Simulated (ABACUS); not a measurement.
# CdF2 (Fm-3m) in ABACUS: single point with r2SCAN

Aim: the single point of CdF2 with r2SCAN.

All numbers are computed with ABACUS 3.10.1; they aren't measurements. Logs are shortened: lines on timing, memory, paths and dates and some standing lists are left out, and cuts for length are marked.

## Step 1: The crystal as given

It takes space group Fm-3m (No. 225, cubic). Conventional cell: a = 5.388 Å, b = 5.388 Å, c = 5.388 Å, α = 90.00°, β = 90.00°, γ = 90.00°. Around Cd (site symmetry m-3m) lie 8 F at 2.33 Å. F (site symmetry -43m) has 4 Cd at 2.33 Å as nearest neighbours.

## Step 2: Single point, r2SCAN

File run_abacus.py:

```python
"""ABACUS run from a structure file: ASE reads it, the script writes STRU, KPT and INPUT."""
import re
import subprocess
from ase.io import read
from ase.units import Bohr

atoms = read("POSCAR")
atoms = atoms[(-atoms.numbers).argsort(kind="stable")]  # ABACUS lists atoms element by element
pseudo = {'Cd': 'Cd_ONCV_PBE-1.2.upf', 'F': 'F_ONCV_PBE-1.2.upf'}
orbital = {}
magmoms = None
kmesh = [6, 6, 6]
params = {
    'suffix': 'CdF2',
    'calculation': 'scf',
    'basis_type': 'pw',
    'pseudo_dir': './',
    'symmetry': 1,
    'dft_functional': 'MGGA_X_R2SCAN+MGGA_C_R2SCAN',
    'ecutwfc': 119,
    'pseudo_rcut': 7,
    'nspin': 1,
    'nbands': 27,
    'ks_solver': 'dav',
    'smearing_method': 'fd',
    'smearing_sigma': 0.00367493,
    'scf_thr': 1e-08,
    'scf_nmax': 100,
    'mixing_type': 'broyden',
    'mixing_beta': 0.7,
    'cal_force': 1,
    'cal_stress': 1,
    'mixing_tau': 1,
    'out_chg': 1,
    'kpar': 4,
}

symbols = atoms.get_chemical_symbols()
elements = list(dict.fromkeys(symbols))
lines = ["ATOMIC_SPECIES"] + [f"{e} {atoms.get_masses()[symbols.index(e)]:.4f} {pseudo[e]}" for e in elements]
if orbital:
    lines += ["", "NUMERICAL_ORBITAL"] + [orbital[e] for e in elements]
lines += ["", "LATTICE_CONSTANT", f"{1 / Bohr:.10f}", "", "LATTICE_VECTORS"]
lines += [" ".join(f"{x:.10f}" for x in v) for v in atoms.cell]
lines += ["", "ATOMIC_POSITIONS", "Direct"]
for e in elements:
    lines += ["", e, "0.0", str(symbols.count(e))]
    for i, p in enumerate(atoms.get_scaled_positions(wrap=False)):
        if symbols[i] == e:
            mag = "" if magmoms is None else " mag " + " ".join(str(x) for x in (magmoms[i] if isinstance(magmoms[i], list) else [magmoms[i]]))
            lines.append(" ".join(f"{x:.10f}" for x in p) + " 1 1 1" + mag)
open("STRU", "w").write("\n".join(lines) + "\n")
open("KPT", "w").write("K_POINTS\n0\nGamma\n%d %d %d 0 0 0\n" % tuple(kmesh))
open("INPUT", "w").write("INPUT_PARAMETERS\n" + "".join(f"{k:<20s}{v}\n" for k, v in params.items()))

done = subprocess.run(['mpirun', '-np', '4', 'abacus'])
if done.returncode:
    raise SystemExit(done.returncode)
log = open("OUT.CdF2/running_scf.log").read()
print("final energy (eV):", re.findall(r"FINAL_ETOT_IS (\S+)", log))
```

File POSCAR:

```
CdF2
1.0
    0.0000000000      2.6940000000      2.6940000000
    2.6940000000      0.0000000000      2.6940000000
    2.6940000000      2.6940000000      0.0000000000
Cd F
1 2
Direct
    0.0000000000      0.0000000000      0.0000000000
    0.7500000000      0.7500000000      0.7500000000
    0.2500000000      0.2500000000      0.2500000000
```

Potentials or basis: SG15 ONCV 1.2 PBE, plane waves.

Command:

```console
$ OMP_NUM_THREADS=1 python run_abacus.py > log
```

running log:

```text
ABACUS v3.10.1

               Atomic-orbital Based Ab-initio Computation at UStc

 ------------------------------------------------------------------------------------

 READING GENERAL INFORMATION
                           global_out_dir = OUT.CdF2/
                           global_in_card = INPUT
                               pseudo_dir = ./
                              orbital_dir =
                                    DSIZE = 4
                                    GSIZE = 1

 READING UNITCELL INFORMATION
                                    ntype = 2
                  lattice constant (Bohr) = 1.88973
              lattice constant (Angstrom) = 1

 READING ATOM TYPE 1
                               atom label = Cd
                      L=0, number of zeta = 1
                      L=1, number of zeta = 1
                      L=2, number of zeta = 1
             number of atom for this type = 1

 READING ATOM TYPE 2
                               atom label = F
                      L=0, number of zeta = 1
                      L=1, number of zeta = 1
                      L=2, number of zeta = 1
             number of atom for this type = 2

                        TOTAL ATOM NUMBER = 3
DIRECT COORDINATES
    atom                   x                   y                   z     mag                  vx                  vy                  vz
taud_Cd1            0.0000000000        0.0000000000        0.0000000000  0.0000        0.0000000000        0.0000000000        0.0000000000
taud_F1            0.7500000000        0.7500000000        0.7500000000  0.0000        0.0000000000        0.0000000000        0.0000000000
taud_F2            0.2500000000        0.2500000000        0.2500000000  0.0000        0.0000000000        0.0000000000        0.0000000000

                          Volume (Bohr^3) = 263.888
                             Volume (A^3) = 39.1041

 Lattice vectors: (Cartesian coordinate: in unit of a_0)
                   +0              +2.694              +2.694
               +2.694                  +0              +2.694
               +2.694              +2.694                  +0
 Reciprocal vectors: (Cartesian coordinate: in unit of 2 pi/a_0)
            -0.185598           +0.185598           +0.185598
            +0.185598           -0.185598           +0.185598
            +0.185598           +0.185598           -0.185598
 The esolver type has been set to : ksdft_pw

                PAO radial cut off (Bohr) = 7

 Read in pseudopotential file is Cd_ONCV_PBE-1.2.upf
                     pseudopotential type = NC
          exchange-correlation functional = PBE
                 nonlocal core correction = 0
                        valence electrons = 20
                                     lmax = 2
                           number of zeta = 0
                     number of projectors = 6
                           L of projector = 0
                           L of projector = 0
                           L of projector = 1
                           L of projector = 1
                           L of projector = 2
                           L of projector = 2
 XC functional updated to : MGGA_X_R2SCAN+MGGA_C_R2SCAN
          exchange-correlation functional = MGGA_X_R2SCAN+MGGA_C_R2SCAN
                PAO radial cut off (Bohr) = 7

 Read in pseudopotential file is F_ONCV_PBE-1.2.upf
                     pseudopotential type = NC
          exchange-correlation functional = PBE
                 nonlocal core correction = 0
                        valence electrons = 7
                                     lmax = 1
                           number of zeta = 0
                     number of projectors = 4
                           L of projector = 0
                           L of projector = 0
                           L of projector = 1
                           L of projector = 1
 XC functional updated to : MGGA_X_R2SCAN+MGGA_C_R2SCAN
          exchange-correlation functional = MGGA_X_R2SCAN+MGGA_C_R2SCAN
     initial pseudo atomic orbital number = 0

 SETUP THE ELECTRONS NUMBER
            electron number of element Cd = 20
      total electron number of element Cd = 20
             electron number of element F = 7
       total electron number of element F = 14
            AUTOSET number of electrons:  = 34
                           occupied bands = 17
                                   NBANDS = 27
                                   NLOCAL = 27

%%%%%%%%%%%%%%%%%%%%%%%%%%%%%%%%%%%%%%%%%%%%%%%%%%%%%%%%%%%%%%%%%%%%%%%%%%%%%%%%%%%%%%%%%%%%%%%%%%%%%%%%%%
 Warning: the number of valence electrons in pseudopotential > 12 for Cd: [Kr] 4d10 5s2
 Pseudopotentials with additional electrons can yield (more) accurate outcomes, but may be less efficient.
 If you're confident that your chosen pseudopotential is appropriate, you can safely ignore this warning.
%%%%%%%%%%%%%%%%%%%%%%%%%%%%%%%%%%%%%%%%%%%%%%%%%%%%%%%%%%%%%%%%%%%%%%%%%%%%%%%%%%%%%%%%%%%%%%%%%%%%%%%%%%

 SETUP THE PLANE WAVE BASIS
 energy cutoff for charge/potential (unit:Ry) = 476
            fft grid for charge/potential = [ 50, 50, 50 ]
                        fft grid division = [ 1, 1, 1 ]
[... 29 lines left out ...]
                       right hand lattice = 1
                                   NORM_A = 3.80989
                                   NORM_B = 3.80989
                                   NORM_C = 3.80989
                           ALPHA (DEGREE) = 60
                           BETA  (DEGREE) = 60
                           GAMMA (DEGREE) = 60

 The lattice vectors have been changed (STRU_SIMPLE.cif)

(for optimal symmetric configuration:)
                             BRAVAIS TYPE = 3
                     BRAVAIS LATTICE NAME = 03. Cubic F (face-centered)
                                    ibrav = 3
                                    IBRAV = 3
                                  BRAVAIS = FACE CENTERED CUBIC
                       LATTICE CONSTANT A = 5.388
Original cell was already a primitive cell.
                        ROTATION MATRICES = 48
              PURE POINT GROUP OPERATIONS = 48
                   SPACE GROUP OPERATIONS = 48
                              POINT GROUP = O_h
               POINT GROUP IN SPACE GROUP = O_h

 SETUP K-POINTS
                                    nspin = 1
                   Input type of k points = Monkhorst-Pack(Gamma)
                                   nkstot = 216
                       right hand lattice = 1
(for reciprocal lattice: )
                             BRAVAIS TYPE = 2
                     BRAVAIS LATTICE NAME = 02. Cubic I (body-centered)
                                    ibrav = 2
                       right hand lattice = 1
(for k-lattice: )
                             BRAVAIS TYPE = 2
                     BRAVAIS LATTICE NAME = 02. Cubic I (body-centered)
                                    ibrav = 2
                       right hand lattice = 1
                        ROTATION MATRICES = 48
                               nkstot_ibz = 16
K-POINTS REDUCTION ACCORDING TO SYMMETRY
     IBZ    DIRECT_X    DIRECT_Y    DIRECT_Z  WEIGHT  ibz2bz
       1  0.00000000  0.00000000  0.00000000  0.0046       0
       2  0.16666667  0.16666667  0.16666667  0.0370       1
       3  0.33333333  0.33333333  0.33333333  0.0370       2
       4  0.50000000  0.50000000  0.50000000  0.0185       3
       5  0.16666667  0.16666667  0.00000000  0.0278       7
       6  0.33333333  0.33333333  0.16666667  0.1111       8
[... 8 lines left out ...]
      15  0.50000000  0.33333333 -0.33333333  0.1111      52
      16  0.50000000  0.33333333 -0.16666667  0.0556      58

                               nkstot now = 16
[... K-POINTS DIRECT COORDINATES: 16 rows ...]

           k-point number in this process = 4
       minimum distributed K point number = 4
[... stars of the k points ...]

[... K-POINTS CARTESIAN COORDINATES: 4 rows ...]

[... K-POINTS DIRECT COORDINATES: 4 rows ...]

 SETUP PLANE WAVES FOR WAVE FUNCTIONS
     energy cutoff for wavefunc (unit:Ry) = 119
              fft grid for wave functions = [ 50, 50, 50 ]
                    number of plane waves = 6615
                         number of sticks = 463

 PARALLEL PW FOR WAVE FUNCTIONS
     PROC   COLUMNS(POT)             PW
        1            463           6615
 --------------- sum -------------------
        1            463           6615

 SETUP NONLOCAL PSEUDOPOTENTIALS IN PLANE WAVE BASIS
 Cd non-local projectors:
 projector 1 L=0
 projector 2 L=0
 projector 3 L=1
 projector 4 L=1
 projector 5 L=2
 projector 6 L=2
 F non-local projectors:
 projector 1 L=0
 projector 2 L=0
 projector 3 L=1
 projector 4 L=1
      TOTAL NUMBER OF NONLOCAL PROJECTORS = 34

 Init Non-Local PseudoPotential table :
 Init Non-Local-Pseudopotential done.

                                     npwx = 5817

 -------------------------------------------
 SELF-CONSISTENT
 -------------------------------------------
                                 init_chg = atomic

 PW ALGORITHM --------------- ION=   1  ELEC=   1--------------------------------

 Density error is 0.36274896418
                          Error Threshold = 0.01
----------------------------------------------------------
     Energy           Rydberg                 eV
----------------------------------------------------------
 E_KohnSham     -406.4790604578      -5530.4313399125
 E_Harris       -404.9158490765      -5509.1627579483
 E_Fermi        0.5237152483         7.1255115068
----------------------------------------------------------
[... 75 lines left out ...]
 Density error is 3.92322681563e-10
                          Error Threshold = 1.02448952882e-09
----------------------------------------------------------
     Energy           Rydberg                 eV
----------------------------------------------------------
 E_KohnSham     -406.6534462333      -5532.8039801099
 E_KS(sigma->0) -406.6534462333      -5532.8039801099
 E_Harris       -406.6534693475      -5532.8042945938
 E_band         -35.8419897200       -487.6552878488
 E_one_elec     -190.4141629689      -2590.7175962778
 E_Hartree      109.1624045043       1485.2307086393
 E_xc           -46.5583685393       -633.4591017182
 E_Ewald        -278.8433192294      -3793.8579907531
 E_entropy(-TS) -0.0000000000        -0.0000000000
 E_descf        0.0000000000         0.0000000000
 E_exx          0.0000000000         0.0000000000
 E_Fermi        0.6355673754         8.6473377678
----------------------------------------------------------

 charge density convergence is achieved
 final etot is -5532.8039801 eV
 EFERMI = 8.6473377678 eV

 STATE ENERGY(eV) AND OCCUPATIONS    NSPIN == 1
 1/4 kpoint (Cartesian) = 0.0000 0.0000 0.0000 (5817 pws)
       1       -94.3857     0.00925926
       2       -54.3916     0.00925926
       3       -54.3916     0.00925926
       4       -54.3916     0.00925926
       5       -15.1585     0.00925926
       6       -14.1192     0.00925926
[... 106 lines left out ...]
      26        31.6718        0.00000
      27        31.6718        0.00000

------------------------------------------------------------------------------------------
 TOTAL-FORCE (eV/Angstrom)
------------------------------------------------------------------------------------------
                       Cd1         0.0000000000         0.0000000000         0.0000000000
                        F1         0.0000000000         0.0000000000         0.0000000000
                        F2         0.0000000000         0.0000000000         0.0000000000
------------------------------------------------------------------------------------------

----------------------------------------------------------------
 TOTAL-STRESS (KBAR)
----------------------------------------------------------------
       -11.4572758845         0.0000000000         0.0000000000
         0.0000000000       -11.4572758845         0.0000000000
         0.0000000000        -0.0000000000       -11.4572758845
----------------------------------------------------------------
 TOTAL-PRESSURE: -11.457276 KBAR

 --------------------------------------------
 !FINAL_ETOT_IS -5532.8039801098530006 eV
 --------------------------------------------
```

Run time: 28 s. Hardware: 4 MPI ranks of Intel Xeon 6975P-C (Granite Rapids), shared host; peak memory 0.56 GiB.

What came out:

```yaml
Free_energy: -5532.8040 eV
Pressure: -1.1 GPa
Band_gap_on_the_k_mesh: 3.67 eV, indirect (least direct gap 4.17 eV)
```

Levels at points of the mesh, in eV from the valence-band top:
| k point | band 14 | band 15 | band 16 | band 17 | band 18 | band 19 | band 20 | band 21 |
| --- | --- | --- | --- | --- | --- | --- | --- | --- |
| (0.00, 0.00, 0.00) | -0.96 | -0.50 | -0.50 | -0.50 | 3.67 | 13.74 | 13.74 | 13.74 |
| (0.50, 0.50, 0.50) | -1.81 | -1.81 | -0.39 | -0.39 | 7.86 | 9.78 | 15.71 | 15.71 |
| (0.50, 0.50, 0.00) | -2.92 | -0.49 | -0.07 | -0.07 | 8.73 | 10.63 | 12.32 | 15.39 |

Caveat: the potentials were made for another functional, which shifts forces and pressure.
